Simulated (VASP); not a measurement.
# La (P6_3/mmc) in VASP: a series of runs

One crystal, La, is run at these levels: LDA; tasks: single point.

Everything below comes from runs of VASP 6.6.1. Logs are shortened: lines on timing, memory, paths and dates and some standing lists are left out, and cuts for length are marked.

## 1. The crystal as given

The structure is hexagonal, space group P6_3/mmc (No. 194). Conventional cell: a = 3.750 Å, b = 3.750 Å, c = 6.070 Å, α = 90.00°, β = 90.00°, γ = 120.00°. La (site symmetry -6m2) has 12 La at 3.73 to 3.75 Å as nearest neighbours.

This isn't the form of La at room conditions, which is double hcp.

## 2. Single point, LDA

File INCAR:

```
SYSTEM = La
PREC = Accurate ; ENCUT = 400
EDIFF = 1E-6 ; ISMEAR = -1
SIGMA = 0.1 ; LREAL = .FALSE.
LASPH = .TRUE. ; NELM = 100
ALGO = Normal ; ISIF = 2
LWAVE = .FALSE. ; LCHARG = .FALSE.
GGA = CA ; ADDGRID = .FALSE.
```

File KPOINTS:

```
Automatic mesh
0
G
  17 17 10
  0 0 0
```

File POSCAR:

```
La
1.0
    3.7500000000      0.0000000000      0.0000000000
   -1.8750000000      3.2475952642      0.0000000000
    0.0000000000      0.0000000000      6.0700000000
La
2
Direct
    0.6527560000      0.3219160000      0.7382770000
    0.3157440000      0.6620370000      0.2676620000
```

Potentials or basis: VASP PAW LDA potentials, release 64 (La).

On the command line:

```console
$ cat potpaw_LDA.64/La/POTCAR > POTCAR
$ mpirun -np 1 vasp_std > vasp.out
```

OUTCAR:

```text
SYSTEM = La
   PREC = Accurate
   ENCUT = 400
   EDIFF = 1E-6
   ISMEAR = -1
   LREAL = .FALSE.
   LASPH = .TRUE.
   NELM = 100
   ISIF = 2
   GGA = CA

 Found   1446 irreducible k-points:

 Following reciprocal coordinates:
            Coordinates               Weight
  0.000000  0.000000  0.000000      1.000000
  0.058824  0.000000  0.000000      2.000000
  0.000000  0.058824  0.000000      2.000000
 -0.058824  0.058824  0.000000      2.000000
  0.117647 -0.000000  0.000000      2.000000
  0.000000  0.117647  0.000000      2.000000
   k-points           NKPTS =   1446   k-points in BZ     NKDIM =   1446   number of bands    NBANDS=     15
   number of dos      NEDOS =    301   number of ions     NIONS =      2
   total plane-waves  NPLWV =  23040
   dimension x,y,z NGX =    24 NGY =   24 NGZ =   40
   dimension x,y,z NGXF=    48 NGYF=   48 NGZF=   80
   ions per type =               2
   NGX,Y,Z   is equivalent  to a cutoff of  10.64, 10.64, 10.96 a.u.
   NGXF,Y,Z  is equivalent  to a cutoff of  21.28, 21.28, 21.91 a.u.
 SYSTEM =  La
   PREC   = accura    normal or accurate (medium, high low for compatibility)
   ISTART =      0    job   : 0-new  1-cont  2-samecut
   ICHARG =      2    charge: 1-file 2-atom 10-const
   ISPIN  =      1    spin polarized calculation?
   LNONCOLLINEAR =      F non collinear calculations
   LSORBIT =      F    spin-orbit coupling
   LASPH  =      T    aspherical Exc in radial PAW
   ENCUT  =  400.0 eV  29.40 Ry    5.42 a.u.   6.12  6.12  9.90*2*pi/ulx,y,z
   NELM   =    100;   NELMIN=  2; NELMDL= -5     # of ELM steps
   EDIFF  = 0.1E-05   stopping-criterion for ELM
   LREAL  =      F    real-space projection
   EDIFFG = 0.1E-04   stopping-criterion for IOM
   NSW    =      0    number of steps for IOM
   IBRION =     -1    ionic relax: 0-MD 1-quasi-New 2-CG
   NFREE  =      0    steps in history (QN), initial steepest desc. (CG)
   ISIF   =      2    stress and relaxation
   ISYM   =      2    0-nonsym 1-usesym 2-fastsym
   POTIM  = 0.5000    time-step for ionic-motion
   TEBEG  =    0.0;   TEEND  =   0.0 temperature during run
   PSTRESS=    0.0 pullay stress
   NELECT =      22.0000    total number of electrons
   NUPDOWN=      -1.0000    fix difference up-down
   EMIN   =  10.00;   EMAX   =-10.00  energy-range for DOS
   EFERMI =   0.00;   METHOD = LEGACY
   ISMEAR =    -1;   SIGMA  =   0.10  broadening in eV -4-tet -1-fermi 0-gaus
   EFERMI_NEDOS =   21; number of points for ismear=-14 and -15
   IALGO  =     38    algorithm
   IMIX   =      4    mixing-type and parameters
     AMIX     =   0.40;   BMIX     =  1.00
     AMIX_MAG =   1.60;   BMIX_MAG =  1.00
  volume/ion in A,a.u.               =      36.96       249.43
  Fermi-wavevector in a.u.,A,eV,Ry     =   1.093004  2.065478 16.254307  1.194658
  Thomas-Fermi vector in A             =   2.229281
   LORBIT       =      0    0 simple, 1 ext, 2 COOP (PROOUT), +10 PAW based schemes
   GGA     = CA    functional components
   LHFCALC =     F    Hartree Fock is set to
   AEXX    =    0.0000 exact exchange contribution
   IVDW    =     0    specifies the selected vdW correction
   LEPSILON=     F    determine dielectric tensor
   LRPA    =     F    only Hartree local field effects (RPA)
 non-spin polarized calculation
  energy-cutoff  :      400.00
  volume of cell :       73.92
 maximum number of plane-waves:      1358
   NGX = 13   NGY = 13   NGZ = 19

 number of electron      21.9999999 magnetization

 Free energy of the ion-electron system (eV)
  ---------------------------------------------------
  ext. energy  EPLUGINS =         0.00000000
  ---------------------------------------------------
  free energy    TOTEN  =       -11.03860160 eV

  energy without entropy =      -10.91341866  energy(sigma->0) =      -10.97601013

 E-fermi :   7.6840     XC(G=0):  -9.7748

 val. band max:        7.6835713259   @ k =  -0.4706   0.0588  -0.3000
 cond. band min:       7.6843644764   @ k =   0.0588   0.4118  -0.3000
 fundamental gap:      0.0007931505
 Fermi energy:         7.6840193544

 k-point     1 :       0.0000    0.0000    0.0000
  band No.  band energies     occupation
      1     -25.0444      2.00000
      2     -24.8152      2.00000
      3      -9.4641      2.00000
      4      -8.2289      2.00000
      5      -8.2136      2.00000
      6      -8.0173      2.00000
      7      -8.0060      2.00000
      8      -7.9712      2.00000
      9       4.5172      2.00000
     10       5.9075      2.00000
     11       8.6696      0.00010
     12       8.9296      0.00001
     13       8.9406      0.00001
     14       9.0595      0.00000
     15       9.1653      0.00000

 k-point     2 :       0.0588    0.0000    0.0000
  band No.  band energies     occupation
      1     -25.0384      2.00000
      2     -24.8126      2.00000
      3      -9.4493      2.00000
      4      -8.2678      2.00000
      5      -8.2301      2.00000
      6      -8.0514      2.00000
      7      -8.0174      2.00000
      8      -7.9748      2.00000
      9       4.6119      2.00000
     10       5.9957      2.00000
     11       8.4510      0.00093
     12       8.9338      0.00001
     13       8.9675      0.00001
     14       9.0704      0.00000
     15       9.1146      0.00000

 k-point     3 :       0.0000    0.0588    0.0000
  band No.  band energies     occupation
      1     -25.0384      2.00000
      2     -24.8126      2.00000
      3      -9.4493      2.00000
      4      -8.2693      2.00000
      5      -8.2285      2.00000
      6      -8.0497      2.00000
      7      -8.0191      2.00000
      8      -7.9748      2.00000
      9       4.6119      2.00000
     10       5.9960      2.00000
     11       8.4496      0.00095
     12       8.9343      0.00001
     13       8.9690      0.00001
     14       9.0714      0.00000
     15       9.1174      0.00000

 k-point     4 :      -0.0588    0.0588    0.0000
  band No.  band energies     occupation
      1     -25.0384      2.00000
      2     -24.8125      2.00000
      3      -9.4496      2.00000
      4      -8.2567      2.00000
      5      -8.2411      2.00000
      6      -8.0574      2.00000
      7      -8.0111      2.00000
      8      -7.9746      2.00000
      9       4.6118      2.00000
     10       5.9941      2.00000
     11       8.4571      0.00088
     12       8.9303      0.00001
     13       8.9622      0.00001
     14       9.1120      0.00000
     15       9.1555      0.00000

 k-point     5 :       0.1176   -0.0000    0.0000
  band No.  band energies     occupation
      1     -25.0210      2.00000
      2     -24.8051      2.00000
      3      -9.4060      2.00000
      4      -8.3841      2.00000
      5      -8.2668      2.00000
      6      -8.1648      2.00000
      7      -8.0320      2.00000
      8      -7.9892      2.00000
      9       4.8807      2.00000
     10       6.2356      2.00000
     11       8.1192      0.02544
     12       8.7147      0.00007
     13       8.9071      0.00001
     14       9.0558      0.00000
     15       9.0611      0.00000

 k-point     6 :       0.0000    0.1176    0.0000
  band No.  band energies     occupation
      1     -25.0210      2.00000
      2     -24.8052      2.00000
      3      -9.4058      2.00000
      4      -8.3858      2.00000
      5      -8.2651      2.00000
      6      -8.1636      2.00000
      7      -8.0333      2.00000
      8      -7.9895      2.00000
      9       4.8808      2.00000
     10       6.2371      2.00000
     11       8.1167      0.02608
     12       8.7166      0.00007
     13       8.9114      0.00001
     14       9.0508      0.00000
     15       9.0639      0.00000

 [... further k-points ...]

------------------------ aborting loop because EDIFF is reached ----------------------------------------

  FORCE on cell =-STRESS in cart. coord.  units (eV):
  Direction    XX          YY          ZZ          XY          YZ          ZX
  --------------------------------------------------------------------------------------
  -------------------------------------------------------------------------------------
  Total       -1.3377438     -1.3182303     -1.1921020      0.0116574      0.0090628     -0.0109551
  in kB      -28.9935678    -28.5706435    -25.8370034      0.2526558      0.1964226     -0.2374360
  external PRESSURE =     -27.8004049 kB  Pullay stress =       0.0000000 kB

 VOLUME and BASIS-vectors are now :
 -----------------------------------------------------------------------------
  energy-cutoff  :      400.00
  volume of cell :       73.92
      direct lattice vectors                 reciprocal lattice vectors
     3.750000000  0.000000000  0.000000000     0.266666667  0.153960072  0.000000000
    -1.875000000  3.247595264  0.000000000     0.000000000  0.307920144  0.000000000
     0.000000000  0.000000000  6.070000000     0.000000000  0.000000000  0.164744646

 POSITION                                       TOTAL-FORCE (eV/Angst)
 -----------------------------------------------------------------------------------
      1.84424      1.04545      4.48134        -0.007408      0.005762      0.226247
     -0.05728      2.15003      1.62471         0.007408     -0.005762     -0.226247
 -----------------------------------------------------------------------------------
    total drift:                               -0.000016     -0.000000     -0.000014

  FREE ENERGIE OF THE ION-ELECTRON SYSTEM (eV)
  ---------------------------------------------------
  free  energy   TOTEN  =       -11.0386015988 eV

  energy  without entropy=      -10.9134186616  energy(sigma->0) =      -10.97601013
```

Run time: 9.5 min. Hardware: 1 thread of AMD EPYC 9R45 (Zen 5), shared host; peak memory 1.1 GiB.

The run converged, but some of its settings lie outside the range that counts as converged, so its numbers aren't taken as properties of the crystal.

Results:

```
Free energy            : -11.0386 eV
Pressure               : -2.8 GPa
Largest force          : 0.226 eV/Å
Band gap on the k mesh : none (metal or under the smearing width)
```

## 3. Single point, LDA

Changes to INCAR since step 2:

```diff
@@ -3,3 +3,3 @@
 EDIFF = 1E-6 ; ISMEAR = -1
-SIGMA = 0.1 ; LREAL = .FALSE.
+SIGMA = 0.4 ; LREAL = .FALSE.
 LASPH = .TRUE. ; NELM = 100
```

KPOINTS is that of step 2.

File POSCAR:

```
La
1.0
    3.7500000000      0.0000000000      0.0000000000
   -1.8750000000      3.2475952642      0.0000000000
    0.0000000000      0.0000000000      6.0700000000
La
2
Direct
    0.6666666667      0.3333333333      0.7500000000
    0.3333333333      0.6666666667      0.2500000000
```

Potentials or basis: VASP PAW LDA potentials, release 64 (La).

On the command line:

```console
$ cat potpaw_LDA.64/La/POTCAR > POTCAR
$ mpirun -np 1 vasp_std > vasp.out
```

OUTCAR:

```text
SYSTEM = La
   PREC = Accurate
   ENCUT = 400
   EDIFF = 1E-6
   ISMEAR = -1
   LREAL = .FALSE.
   LASPH = .TRUE.
   NELM = 100
   ISIF = 2
   GGA = CA

 Found    198 irreducible k-points:

 Following reciprocal coordinates:
            Coordinates               Weight
  0.000000  0.000000  0.000000      1.000000
  0.058824  0.000000  0.000000      6.000000
  0.117647 -0.000000  0.000000      6.000000
  0.176471  0.000000  0.000000      6.000000
  0.235294 -0.000000  0.000000      6.000000
  0.294118  0.000000  0.000000      6.000000
   k-points           NKPTS =    198   k-points in BZ     NKDIM =    198   number of bands    NBANDS=     15
   number of dos      NEDOS =    301   number of ions     NIONS =      2
   total plane-waves  NPLWV =  23040
   dimension x,y,z NGX =    24 NGY =   24 NGZ =   40
   dimension x,y,z NGXF=    48 NGYF=   48 NGZF=   80
   ions per type =               2
   NGX,Y,Z   is equivalent  to a cutoff of  10.64, 10.64, 10.96 a.u.
   NGXF,Y,Z  is equivalent  to a cutoff of  21.28, 21.28, 21.91 a.u.
 SYSTEM =  La
   PREC   = accura    normal or accurate (medium, high low for compatibility)
   ISTART =      0    job   : 0-new  1-cont  2-samecut
   ICHARG =      2    charge: 1-file 2-atom 10-const
   ISPIN  =      1    spin polarized calculation?
   LNONCOLLINEAR =      F non collinear calculations
   LSORBIT =      F    spin-orbit coupling
   LASPH  =      T    aspherical Exc in radial PAW
   ENCUT  =  400.0 eV  29.40 Ry    5.42 a.u.   6.12  6.12  9.90*2*pi/ulx,y,z
   NELM   =    100;   NELMIN=  2; NELMDL= -5     # of ELM steps
   EDIFF  = 0.1E-05   stopping-criterion for ELM
   LREAL  =      F    real-space projection
   EDIFFG = 0.1E-04   stopping-criterion for IOM
   NSW    =      0    number of steps for IOM
   IBRION =     -1    ionic relax: 0-MD 1-quasi-New 2-CG
   NFREE  =      0    steps in history (QN), initial steepest desc. (CG)
   ISIF   =      2    stress and relaxation
   ISYM   =      2    0-nonsym 1-usesym 2-fastsym
   POTIM  = 0.5000    time-step for ionic-motion
   TEBEG  =    0.0;   TEEND  =   0.0 temperature during run
   PSTRESS=    0.0 pullay stress
   NELECT =      22.0000    total number of electrons
   NUPDOWN=      -1.0000    fix difference up-down
   EMIN   =  10.00;   EMAX   =-10.00  energy-range for DOS
   EFERMI =   0.00;   METHOD = LEGACY
   ISMEAR =    -1;   SIGMA  =   0.40  broadening in eV -4-tet -1-fermi 0-gaus
   EFERMI_NEDOS =   21; number of points for ismear=-14 and -15
[... 18 lines left out ...]
   NGX = 13   NGY = 13   NGZ = 19

 number of electron      22.0000001 magnetization

 Free energy of the ion-electron system (eV)
  ---------------------------------------------------
  ext. energy  EPLUGINS =         0.00000000
  ---------------------------------------------------
  free energy    TOTEN  =       -11.93435688 eV

  energy without entropy =      -10.13831067  energy(sigma->0) =      -11.03633377

 E-fermi :   7.7054     XC(G=0):  -9.7716

 val. band max:        7.7007840612   @ k =   0.3529   0.2941   0.0000
 cond. band min:       7.7055852025   @ k =   0.2353   0.1765   0.1000
 fundamental gap:      0.0048011413
 Fermi energy:         7.7053967489

 k-point     1 :       0.0000    0.0000    0.0000
  band No.  band energies     occupation
      1     -24.8857      2.00000
      2     -24.6728      2.00000
      3      -9.3441      2.00000
      4      -8.0870      2.00000
      5      -8.0870      2.00000
      6      -7.8934      2.00000
      7      -7.8934      2.00000
      8      -7.8713      2.00000
      9       4.5146      1.99931
     10       5.9525      1.97531
     11       8.8314      0.11303
     12       9.0619      0.06514
     13       9.0619      0.06514
     14       9.3024      0.03624
[... 77 lines left out ...]
      2     -24.6250      2.00000
      3      -9.0099      2.00000
      4      -8.8157      2.00000
      5      -8.6023      2.00000
      6      -8.3035      2.00000
      7      -8.0337      2.00000
      8      -8.0018      2.00000
      9       6.1079      1.96381
     10       6.6189      1.87596
     11       7.4070      1.35666
     12       8.1879      0.46077
     13       8.8204      0.11600
     14       8.9717      0.08094
     15       9.1477      0.05290

 [... further k-points ...]

------------------------ aborting loop because EDIFF is reached ----------------------------------------

  FORCE on cell =-STRESS in cart. coord.  units (eV):
  Direction    XX          YY          ZZ          XY          YZ          ZX
  --------------------------------------------------------------------------------------
  -------------------------------------------------------------------------------------
  Total       -0.7830985     -0.7830985     -0.5855305      0.0000000      0.0000000      0.0000000
  in kB      -16.9724729    -16.9724729    -12.6904853      0.0000000      0.0000000      0.0000000
  external PRESSURE =     -15.5451437 kB  Pullay stress =       0.0000000 kB

 VOLUME and BASIS-vectors are now :
 -----------------------------------------------------------------------------
  energy-cutoff  :      400.00
  volume of cell :       73.92
      direct lattice vectors                 reciprocal lattice vectors
     3.750000000  0.000000000  0.000000000     0.266666667  0.153960072  0.000000000
    -1.875000000  3.247595264  0.000000000     0.000000000  0.307920144  0.000000000
     0.000000000  0.000000000  6.070000000     0.000000000  0.000000000  0.164744646

 POSITION                                       TOTAL-FORCE (eV/Angst)
 -----------------------------------------------------------------------------------
      1.87500      1.08253      4.55250        -0.000000      0.000000      0.000000
     -0.00000      2.16506      1.51750         0.000000     -0.000000      0.000000
 -----------------------------------------------------------------------------------
    total drift:                                0.000000     -0.000000      0.000000

  FREE ENERGIE OF THE ION-ELECTRON SYSTEM (eV)
  ---------------------------------------------------
  free  energy   TOTEN  =       -11.9343568791 eV

  energy  without entropy=      -10.1383106671  energy(sigma->0) =      -11.03633377
```

It took 3.6 min on 1 thread of AMD EPYC 9R45 (Zen 5), shared host; peak memory 0.25 GiB.

These settings aren't checked as converged: the numbers below hold their error.

Results:

```yaml
Free_energy: -11.9344 eV
Pressure: -1.6 GPa
Band_gap_on_the_k_mesh: none (metal or under the smearing width)
```

## 4. The reference run

An earlier run on the cell as given: functional PBE; potentials or basis VASP PAW PBE potentials, release 64 (La); cutoff 520 eV; k mesh 8 × 8 × 5; occupations fermi-dirac, width 0.05 eV; no spin polarisation.

- Pressure: 0.7 GPa
- Band gap on the k mesh: none (metal or under the smearing width)
